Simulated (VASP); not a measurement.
Runs of VASP 6.6.1 on Al. The cell holds a slab with vacuum, 9 atoms: a = 2.857 Å, b = 2.857 Å, c = 33.660 Å, α = 90.00°, β = 90.00°, γ = 60.00°. The cell was built by a generator and needn't be a form met in nature.

| task | level | potentials or basis | cell | largest force (eV/Å) |
| --- | --- | --- | --- | --- |
| relaxation of the atoms | PBE | VASP PAW PBE potentials, release 64 (Al) | atoms relaxed | 0.01 |
| work function | LDA | VASP PAW LDA potentials, release 64 (Al) | as given | 0.13 |
| work function | PBEsol | VASP PAW PBE potentials, release 64 (Al) | as given | 0.05 |
| work function | PBE | VASP PAW PBE potentials, release 64 (Al) | as given | 0.01 |
| work function | r2SCAN | VASP PAW PBE potentials, release 64 (Al) | as given | (a) |

Alike in all rows: no spin polarisation; k mesh 16 × 16 × 1; cutoff (eV) 520; smearing methfessel-paxton 0.1 eV.

Problem. Estimate the missing entries.

Solution. (a) 0.12.

Caveats: the PAW data sets were made with another functional, which shifts forces and pressure a little (some runs).
